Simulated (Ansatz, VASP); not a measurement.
# Two plane-wave programs on Sc2Al

File POSCAR:

```
Sc2Al
1.0
    0.0000000000      4.0043242156      4.0043242156
    4.0043242156      0.0000000000      4.0043242156
    4.0043242156      4.0043242156      0.0000000000
Sc Al
4 2
Direct
    0.6250000000      0.6250000000      0.6250000000
    0.1250000000      0.6250000000      0.6250000000
    0.6250000000      0.6250000000      0.1250000000
    0.6250000000      0.1250000000      0.6250000000
    0.0000000000      0.0000000000      0.0000000000
    0.2500000000      0.2500000000      0.2500000000
```

Contents of INCAR.step1:

```
SYSTEM = Sc2Al
PREC = Accurate
ENCUT = 520
ISMEAR = 0
SIGMA = 0.1
LREAL = .FALSE.
LASPH = .TRUE.
NELM = 80
NBANDS = 34
GGA = PE
ALGO = Normal
EDIFF = 1E-4
LWAVE = .TRUE.
LCHARG = .FALSE.
```

INCAR.step2

```
SYSTEM = Sc2Al
PREC = Accurate
ENCUT = 520
EDIFF = 1E-7
ISMEAR = 0
SIGMA = 0.1
LREAL = .FALSE.
LASPH = .TRUE.
NELM = 80
ALGO = Normal
ISIF = 2
LWAVE = .FALSE.
LCHARG = .FALSE.
METAGGA = R2SCAN
LMIXTAU = .TRUE.
NBANDS = 34
ISTART = 1
```

Contents of KPOINTS:

```
Automatic mesh
0
G
  4 4 4
  0 0 0
```

Input for Ansatz:

```yaml
crystal:
  lattice:
    - [0.0, 4.0043242156, 4.0043242156]
    - [4.0043242156, 0.0, 4.0043242156]
    - [4.0043242156, 4.0043242156, 0.0]
  atoms:
    - { symbol: Sc, position: [0.625, 0.625, 0.625] }
    - { symbol: Sc, position: [0.125, 0.625, 0.625] }
    - { symbol: Sc, position: [0.625, 0.625, 0.125] }
    - { symbol: Sc, position: [0.625, 0.125, 0.625] }
    - { symbol: Al, position: [0.0, 0.0, 0.0] }
    - { symbol: Al, position: [0.25, 0.25, 0.25] }
basis:
  ecutwfc: 500
kpoints:
  mp_grid: { grid: [4, 4, 4] }
hamiltonian:
  xc: r2scan
scf:
  occupations: { method: gaussian, width: 0.1 }
  lower_state_search: "off"
output:
  forces: true
  stress: true
  eigenvalues: true
```

Alike in both runs: task single point; functional r2SCAN; k mesh 4 × 4 × 4; occupations gaussian, width 0.1 eV; no spin polarisation.

|  | VASP | Ansatz |
| --- | --- | --- |
| version | VASP 6.6.1 | Ansatz 0.2.0 |
| potentials or method | VASP PAW PBE potentials, release 64 (Sc_sv, Al) | scalar-relativistic, plane waves, PAW |
| plane-wave cutoff (eV) | 520 | 500 |
| valence electrons in the cell | 50 | 50 |

VASP gave:

| Property | Result |
| --- | --- |
| gap on the k mesh at the Fermi level (eV) | none |
| pressure (GPa) | 1.6 |

**Question.** What did Ansatz give for the same quantities?

**Answer.** gap on the k mesh at the Fermi level (eV): none; pressure (GPa): 1.4.

A gap of «none» marks a metal or a gap that the smearing closes.

Caveats: the PAW data sets were made with another functional, which shifts forces and pressure a little (VASP).
